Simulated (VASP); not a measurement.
# ZnS, energy difference of two geometries: which settings are enough?

ZnS, F-43m (no. 216), 2 atoms in the cell. PBE, energy difference of two geometries; PAW potentials Zn, S (PBE set). VASP 6.6.1.

Wanted: energy difference within 0.5 meV/atom.

What the run is for: energy difference; Accuracy asked: standard; Second geometry: last atom moved by 0.08 A along z, cell strained by +1.0% along z.

The series start from Plane-wave cutoff (eV): 360; k-point mesh: 7 × 7 × 7; Precision mode (PREC): Accurate; Electronic threshold (eV): 1e-6; Aspherical gradient terms in the spheres (LASPH): yes; Electronic algorithm: ALGO=Normal. Each series keeps the choices made before it, and each single choice may use up half of a tolerance. Times cover all steps of a run.

## Plane-wave cutoff (eV)

| Plane-wave cutoff (eV) | Energy difference (meV/atom) | Time (s) |
|---|---|---|
| 220 | 8.43 | 12 |
| 280 | 7.31 | 13 |
| 320 | 7.65 | 14 |
| 360 | 7.64 | 15 |
| 410 | 7.67 | 30 |
| 480 | 7.65 | 34 |
| 580 | 7.65 | 45 |
| 720 (reference) | 7.65 | 56 |

## k-point mesh

| k-point mesh | Energy difference (meV/atom) | Time (s) |
|---|---|---|
| 3 × 3 × 3 | 6.08 | 7.2 |
| 4 × 4 × 4 | 7.26 | 8.4 |
| 5 × 5 × 5 | 7.53 | 10 |
| 6 × 6 × 6 | 7.61 | 14 |
| 7 × 7 × 7 | 7.65 | 14 |
| 9 × 9 × 9 | 7.62 | 27 |
| 11 × 11 × 11 | 7.63 | 40 |
| 14 × 14 × 14 (reference) | 7.62 | 71 |

## Precision mode (PREC)

| Precision mode (PREC) | Energy difference (meV/atom) | Time (s) |
|---|---|---|
| Low | 7.32 | 7.4 |
| SingleN | 7.80 | 7.0 |
| Normal | 7.51 | 7.9 |
| Accurate (reference) | 7.53 | 10 |

## Electronic threshold (eV)

| Electronic threshold (eV) | Energy difference (meV/atom) | Time (s) |
|---|---|---|
| 0.001 | 7.51 | 5.2 |
| 0.0001 | 7.51 | 6.9 |
| 1e-5 | 7.51 | 7.5 |
| 1e-6 | 7.51 | 7.9 |
| 1e-7 | 7.51 | 8.4 |
| 1e-8 (reference) | 7.51 | 9.8 |

## Aspherical gradient terms in the spheres (LASPH)

| Aspherical gradient terms in the spheres (LASPH) | Energy difference (meV/atom) | Time (s) |
|---|---|---|
| no | 7.61 | 4.0 |
| yes (reference) | 7.51 | 5.2 |

## Electronic algorithm

| Electronic algorithm | Energy difference (meV/atom) | Time (s) |
|---|---|---|
| ALGO=Normal | 7.61 | 4.0 |
| ALGO=Fast | 7.61 | 4.8 |
| ALGO=VeryFast | 7.61 | 5.8 |
| ALGO=All ISEARCH=1 | 7.61 | 4.9 |
| ALGO=All ISEARCH=0 | 7.61 | 4.9 |
| ALGO=Damped TIME=0.4 | 7.63 | 5.0 |
| ALGO=Damped TIME=0.1 | 7.64 | 6.4 |

## Question

The rows run from the loosest to the tightest (no order: electronic algorithm). For each series: choose the loosest value from which every tighter one stays within half of the tolerance; where there is no order, keep the first row unless others stay within half of the tolerance and take at least 30 % less time, and then take the fastest.

## Answer

- Plane-wave cutoff (eV): 320
- k-point mesh: 5 × 5 × 5
- Precision mode (PREC): Normal
- Electronic threshold (eV): 0.001
- Aspherical gradient terms in the spheres (LASPH): no
- Electronic algorithm: ALGO=Normal

## All choices together

| Input | Energy difference (meV/atom) | Time (s) |
|---|---|---|
| the program's defaults (naive) | 7.45 | 3.0 |
| chosen settings | 7.61 | 4.0 |
| reference settings throughout | 7.66 | 436 |

The tolerance is met.

## The input

INCAR:
```
GGA      = PE             # functional
ISMEAR   = 0              # smearing method
SIGMA    = 0.03           # smearing width, eV
LWAVE    = F              # write WAVECAR
LCHARG   = F              # write CHGCAR
ISIF     = 2              # what is computed and relaxed
PREC     = Normal         # precision mode
LASPH    = F              # aspherical terms in the spheres
LREAL    = F              # projectors in reciprocal space
ALGO     = Normal         # electronic algorithm
EDIFF    = 0.001          # SCF threshold, eV
NELM     = 120            # most SCF steps
GGA_COMPAT= F            
ENCUT    = 320            # plane-wave cutoff, eV
EFERMI   = MIDGAP        
```

KPOINTS:
```
Automatic mesh
0
Gamma
  5 5 5
  0 0 0
```

POSCAR.step1:
```
ZnS
1.0
    0.0000000000      2.7020000000      2.7020000000
    2.7020000000      0.0000000000      2.7020000000
    2.7020000000      2.7020000000      0.0000000000
Zn S
1 1
Direct
    0.7500000000      0.7500000000      0.7500000000
    0.0000000000      0.0000000000      0.0000000000
```

POSCAR.step2:
```
ZnS
1.0
    0.0000000000      2.7020000000      2.7290200000
    2.7020000000      0.0000000000      2.7290200000
    2.7020000000      2.7020000000      0.0000000000
Zn S
1 1
Direct
    0.7500000000      0.7500000000      0.7500000000
    0.0148038500      0.0148038500     -0.0148038500
```

Commands (each step's output is kept before the next begins):
```
cat potpaw_PBE.64/Zn/POTCAR potpaw_PBE.64/S/POTCAR > POTCAR
cp POSCAR.step1 POSCAR
mpirun -np 1 vasp_std > vasp.out
cp POSCAR.step2 POSCAR
mpirun -np 1 vasp_std > vasp.out
```

The naive input happens to agree within the tolerance here, in 3.0 s.

The chosen input took VASP 6.6.1 4.0 s on 1 core (Intel Xeon Platinum 8259CL @ 2.50GHz (Skylake/Cascade Lake)), a shared host.

## An input that fails: one k point for a small cell

It runs to its end, but against the unchanged starting input it is off by 79.92 meV/atom in the energy difference.

k mesh: 7 × 7 × 7 becomes 1 × 1 × 1.

Changes against the starting input:
```
(all steps)
- NELM = 120
+ NELM = 71
```
